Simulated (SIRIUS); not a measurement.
Runs of SIRIUS 7.12.0 on SiO2. It takes space group I4/mmm (No. 139, tetragonal). The conventional cell has a = 8.944 Å, b = 8.944 Å, c = 5.224 Å, α = 90.00°, β = 90.00°, γ = 90.00°. Si (site symmetry m2m) has 4 O at 1.60 to 1.61 Å as nearest neighbours. O (site symmetry m2m) is surrounded by 2 Si at 1.61 Å. Around O (site symmetry 2/m) lie 2 Si at 1.60 Å. The cell comes from a database or a generator and needn't be the stable form of this composition.

```csv
potentials or basis,cutoff (eV),radial cutoff for the potentials' integrals,gap on the mesh (eV),pressure (GPa),largest force (eV/Å)
PseudoDojo 0.5 PBE stringent (scalar relativistic),1254,6.5 bohr,(b),3.5,(c)
SG15 1.2 PBE (norm-conserving),1152,6.5 bohr,5.50,4.6,0.24
SSSP 1.3.0 PBE efficiency,828,-,(a),3.8,0.23
PseudoDojo 0.4.1 PBE standard (scalar relativistic),1152,6.5 bohr,5.50,3.3,0.19
PseudoDojo 0.5 PBE standard (scalar relativistic),1152,6.5 bohr,5.50,3.3,0.19
```

Alike in all rows: task single point; level PBE; no spin polarisation; cell as given; k mesh 3 × 3 × 3; smearing fermi-dirac 0.05 eV; the mesh is coarse, so values aren't converged.

Task: Estimate the missing entries.

Result: (a) 5.46; (b) 5.49; (c) 0.20.

Caveats: all runs use coarse meshes.

